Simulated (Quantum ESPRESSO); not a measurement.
The system is Pb.

```
Pb
1.0
     0.00000    2.47502    2.47502
     2.47502    0.00000    2.47502
     2.47502    2.47502    0.00000
Pb
1
Direct
  0.00000 0.00000 0.00000
```

| Item | Value |
| --- | --- |
| Program | Quantum ESPRESSO 7.5 |
| Task | single point |
| Functional | PBE |
| Potentials or basis | SSSP 1.3 efficiency PBE |
| Cutoff | 748 eV |
| Density cutoff | 5987 eV |
| k mesh | 9 × 9 × 9 |
| Occupations | fermi-dirac, width 0.05 eV |
| Spin | no spin polarisation |

On this cell: pressure 2.1 GPa; band gap on the k mesh none (metal or under the smearing width).

The same run follows on a disturbed copy (cell strained at random at fixed volume):

```xyz
1
Lattice="-0.0070 2.4697 2.4484 2.4476 -0.0270 2.4684 2.4538 2.4959 -0.0332" Properties=species:S:1:pos:R:3 pbc="T T T"
Pb    0.0581    0.0106   -0.0133
```

Problem. What does the disturbed cell give?

Solution. The energy (extrapolated to zero smearing) moves by +2.0 meV/atom; pressure 2.2 GPa; band gap on the k mesh none (metal or under the smearing width).

Stress tensor (GPa, compression positive):
```
 2.36 -0.01  0.18
-0.01  1.98  0.76
 0.18  0.76  2.15
```
